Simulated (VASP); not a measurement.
Input of a VASP 6.6.1 run:

Contents of INCAR:

```
PREC = Accurate
ENCUT = 520
EDIFF = 1E-7
ISMEAR = -1
SIGMA = 0.05
LREAL = F
LASPH = T
NELM = 80
ALGO = Normal
ISIF = 2
LWAVE = F
LCHARG = F
GGA = PS
NBANDS = 14
```

The input KPOINTS:

```
regular mesh
0
Gamma
  11 11 6
```

POSCAR

```
TiAl
1.0
    2.8672622327      0.0000000000      0.0000000000
   -1.4336311163      2.4831219328      0.0000000000
    0.0000000000      0.0000000000      4.6780830000
Ti Al
1 1
Direct
    0.0000000000      0.0000000000      0.0000000000
    0.3333333333      0.6666666667      0.5000000000
```

Potentials or basis: VASP PAW PBE potentials, release 64 (Ti_sv, Al).

Launch:

```sh
$ cat potpaw_PBE.64/Ti_sv/POTCAR potpaw_PBE.64/Al/POTCAR > POTCAR
$ mpirun -np 1 vasp_std > vasp.out
```

Problem. Predict the band gap on the k mesh.

Solution. None (metal or under the smearing width).

Problem. What does it give for the pressure?

Solution. -2.9 GPa.

Stress tensor (GPa, compression positive):
```
-2.34  0.00  0.00
 0.00 -2.34  0.00
 0.00  0.00 -3.90
```

Caveat: the PAW data sets were made with another functional, which shifts forces and pressure a little.
